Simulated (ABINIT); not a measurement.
Crystal: BeTe.

```
Te Be
1.0
     0.00000    2.77000    2.77000
     2.77000    0.00000    2.77000
     2.77000    2.77000    0.00000
Te Be
1 1
Direct
  0.75000 0.75000 0.75000
  0.00000 0.00000 0.00000
```

Base run:

| Property | Result |
| --- | --- |
| Program | ABINIT 10.8.3 (patched build) |
| Functional | SOGGA |
| Potentials or basis | JTH PAW PBE v2.0 |
| Cutoff | 408 eV |
| k mesh | 8 × 8 × 8 |
| Occupations | fermi-dirac, width 0.05 eV |
| Spin | no spin polarisation |

Its results: band gap on the k mesh 1.64 eV, indirect (least direct gap 3.58 eV).

**Question.** The run is repeated on the same cell with these changes: functional from SOGGA to RPBE. What comes out?

**Answer.** Band gap on the k mesh 1.94 eV, indirect (least direct gap 3.66 eV).

Caveats: spin-orbit coupling is left out, which moves the levels of the heavy elements.

A k mesh can miss the band edges.
